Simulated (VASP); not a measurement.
# AgCl: convergence, energy along a vibration (SMASS = -2)

AgCl, Fm-3m (no. 225), atoms displaced along the mode, 2 atoms in the cell. PBEsol, energy along a line of displacements; PAW potentials Ag, Cl (PBE set). VASP 6.6.1.

Wanted: harmonic frequency within 1 %.

Space group without the displacement: Fm-3m (no. 225); Mode: optical mode at Gamma along [111].

POSCAR of the starting run:
```
AgCl
1.0
    0.0000000000      2.7350000000      2.7350000000
    2.7350000000      0.0000000000      2.7350000000
    2.7350000000      2.7350000000      0.0000000000
Ag Cl
1 1
Direct
   -0.0020886080     -0.0020886080     -0.0020886080
    0.5063552717      0.5063552717      0.5063552717

    0.0028561714   0.0028561714   0.0028561714
   -0.0086908340  -0.0086908340  -0.0086908340
```

The series start from k mesh: 5 × 5 × 5; Cutoff (eV): 340; Step along the mode (Å): 0.02; Extrapolation between steps (IWAVPR): 11. Each series keeps the choices made before it, and each single choice may use up half of a tolerance.

## k mesh

| k mesh | Harmonic frequency (THz) | Time (s) |
|---|---|---|
| 2 × 2 × 2 | -3.463 | 18 |
| 3 × 3 × 3 | 3.525 | 22 |
| 4 × 4 × 4 | 3.243 | 28 |
| 5 × 5 × 5 | 3.321 | 43 |
| 6 × 6 × 6 | 3.318 | 58 |
| 8 × 8 × 8 (reference) | 3.322 | 111 |

## Cutoff (eV)

| Cutoff (eV) | Harmonic frequency (THz) | Time (s) |
|---|---|---|
| 190 | 2.499 | 32 |
| 230 | 3.309 | 39 |
| 260 | 3.455 | 35 |
| 300 | 3.336 | 36 |
| 340 | 3.321 | 43 |
| 390 (reference) | 3.296 | 73 |

## Extrapolation between steps (IWAVPR)

| Extrapolation between steps (IWAVPR) | Harmonic frequency (THz) | Time (s) |
|---|---|---|
| 11 | 3.301 | 94 |
| 12 | 3.301 | 68 |
| 0 | 3.301 | 102 |

## Question

The rows run from the loosest to the tightest (no order: extrapolation between steps). For each series: choose the loosest value from which every tighter one stays within half of the tolerance; where there is no order, keep the first row unless others stay within half of the tolerance and take at least 30 % less time, and then take the fastest.

## Answer

- k mesh: 5 × 5 × 5
- Cutoff (eV): 390, the tightest run, since the next looser one is off by more than half of the tolerance (convergence isn't shown beyond it)
- Extrapolation between steps (IWAVPR): 11

Also changed on the way, by series that aren't shown: Step along the mode (Å): 0.08.

## All choices together

| Input | Harmonic frequency (THz) | Time (s) |
|---|---|---|
| defaults on a coarse mesh (naive) | 3.611 | 3.3 |
| chosen settings | 3.301 | 94 |
| reference settings throughout | 3.3 | 215 |

The chosen settings stay within the tolerance of the reference run, but the reference itself isn't shown to be converged in: Cutoff (eV).

## The input

INCAR:
```
SYSTEM = AgCl
ALGO     = Normal         ! electronic algorithm
EDIFF    = 1E-7           ! SCF threshold, eV
ENCUT    = 390            ! plane-wave cutoff, eV
GGA      = PS             ! functional
IBRION   = 0              ! ionic algorithm
ISMEAR   = 0              ! smearing method
ISYM     = 0            
IWAVPR   = 11           
KPAR     = 2            
LASPH    = .TRUE.         ! aspherical terms in the spheres
LCHARG   = .FALSE.        ! write CHGCAR
LREAL    = .FALSE.        ! projectors in reciprocal space
LWAVE    = .FALSE.        ! write WAVECAR
NELMIN   = 4            
NSW      = 9              ! ionic steps
POTIM    = 1              ! step
PREC     = Accurate       ! precision mode
SIGMA    = 0.03           ! smearing width, eV
SMASS    = -2            
```

KPOINTS:
```
Automatic mesh
0
Gamma
  5 5 5
  0 0 0
```

POSCAR:
```
AgCl
1.0
    0.0000000000      2.7350000000      2.7350000000
    2.7350000000      0.0000000000      2.7350000000
    2.7350000000      2.7350000000      0.0000000000
Ag Cl
1 1
Direct
   -0.0083544318     -0.0083544318     -0.0083544318
    0.5254210867      0.5254210867      0.5254210867

    0.0114246855   0.0114246855   0.0114246855
   -0.0347633360  -0.0347633360  -0.0347633360
```

Commands:
```
cat potpaw_PBE.64/Ag/POTCAR potpaw_PBE.64/Cl/POTCAR > POTCAR
mpirun -np 2 vasp_std > vasp.out
```

The chosen input took VASP 6.6.1 94 s on 2 cores (Intel Xeon Platinum 8259CL @ 2.50GHz (Skylake/Cascade Lake)), a shared host.

## An input that fails: electronic threshold far too loose

It runs to its end, but against the unchanged starting input it is off by 10 % in the harmonic frequency.

Changes against the starting input:
```
- EDIFF = 1e-07
- NELMIN = 4
+ EDIFF = 0.1
```
